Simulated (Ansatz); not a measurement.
As as a puckered monolayer, relaxed with r2SCAN in Ansatz 0.2.0. The sheet's in-plane cell has a = 4.807 Å, b = 3.634 Å (γ = 90.0°), and its outermost atoms lie 2.36 Å apart along the normal. As is surrounded by 3 As at 2.47 Å.

The axes x, y and z are those of this cell:
```
CELL_PARAMETERS angstrom
4.80734 0.00000 0.00000
0.00000 3.63390 0.00000
0.00000 0.00000 28.27037
ATOMIC_POSITIONS crystal
As 0.07604 0.00000 0.37773
As 0.42396 0.50000 0.37773
As 0.57604 0.50000 0.29435
As 0.92396 0.00000 0.29435
```
Periodic in the plane only; c spans the vacuum.

Unstrained: With PBE the gap is 0.921 eV and direct, at Γ. The r2SCAN gap is direct at Γ: 1.138 eV. Meshes: PBE 6×8×1, r2SCAN 6×8×1. Strains are changes of length per length. After each strain the atoms were relaxed again with r2SCAN in this cell and within any symmetry left, so distortions that break it or need a larger cell weren't tested; points keep the names that they have in the unstrained zone. The calculation is spin-unpolarised, and the structure need not be a phase that has been made.

(1) Apply uniaxial -0.5 % along y, other directions held. How far does the gap move, against the unstrained cell?

(2) Apply in-plane biaxial -1.0 %. How far does the gap move, against the unstrained cell?

(3) Estimate what uniaxial -2.5 % along x, other directions held does to the gap.

(4) Apply in-plane biaxial -2.5 %. How far does the gap move, against the unstrained cell?

(5) Order the strained cells by their r2SCAN gap, smallest first.
A. uniaxial -0.5 % along y, other directions held
B. in-plane biaxial -1.0 %
C. uniaxial -2.5 % along x, other directions held
D. in-plane biaxial -2.5 %

Results:

(1) PBE: the gap goes from 0.921 to 0.891 eV (-0.030 eV); with r2SCAN the top three valence levels at Γ, grouped 1+1+1 from the top over 1455 meV, become 1+1+1 over 1494 meV. r2SCAN: the gap goes from 1.138 to 1.105 eV (-0.033 eV). The r2SCAN energy rises by 0.1 meV an atom.

(2) PBE: the gap goes from 0.921 to 0.796 eV (-0.125 eV); it turns from direct (Γ) to indirect (Γ–X (0.74) → Γ); least and direct gap lie within 0.04 eV, so its kind isn't settled. r2SCAN: the gap goes from 1.138 to 1.024 eV (-0.114 eV); least and direct gap lie within 0.04 eV, so its kind isn't settled. The r2SCAN energy rises by 1.8 meV an atom.

(3) PBE: the gap goes from 0.921 to 0.701 eV (-0.220 eV); it turns from direct (Γ) to indirect (Γ–X (0.74) → Γ). r2SCAN: the gap goes from 1.138 to 0.924 eV (-0.214 eV); it turns from direct (Γ) to indirect (Γ–X (0.74) → Γ). The r2SCAN energy rises by 2.4 meV an atom.

(4) PBE: the gap goes from 0.921 to 0.557 eV (-0.364 eV); it turns from direct (Γ) to indirect (Γ–X (0.76) → Γ). r2SCAN: the gap goes from 1.138 to 0.772 eV (-0.366 eV); it turns from direct (Γ) to indirect (Γ–X (0.76) → Γ). The r2SCAN energy rises by 12.4 meV an atom.

(5) D (0.77 eV), C (0.92 eV), B (1.02 eV), A (1.10 eV).

The runs are scalar-relativistic, without spin-orbit coupling.

Where an edge lies off the special points, it is a point of the mesh or the k point where a search put PBE's edge or least direct gap, reused for the other functionals, whose own edges may lie a little apart.

For some runs the program warns that the potential is rough where the density is thin, which bears on empty states near the vacuum.

The splittings at Γ are without spin-orbit coupling, which is tenths of an eV in such compounds, regroups them and changes the shifts of the gap.
